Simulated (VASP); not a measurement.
Crystal: LiCl.

```
Cl Li
1.0
     0.00000    2.56477    2.56477
     2.56477    0.00000    2.56477
     2.56477    2.56477    0.00000
Cl Li
1 1
Cartesian
  2.5648 2.5648 2.5648
  0.0000 0.0000 0.0000
```

Base run:

- Program: VASP 6.6.1
- Functional: PBE
- Potentials or basis: VASP PAW PBE potentials, release 64 (Cl, Li_sv)
- Cutoff: 520 eV
- k mesh: 9 × 9 × 9
- Occupations: fermi-dirac, width 0.05 eV
- Spin: no spin polarisation

Its results: band gap on the k mesh 6.34 eV, direct.

The run is repeated on the same cell with these changes: functional from PBE to PBEsol. What comes out?

Band gap on the k mesh 6.14 eV, direct.

Caveats: an odd mesh through Γ misses points on the zone boundary, where band edges often lie.

Not every run made on this cell is shown here.
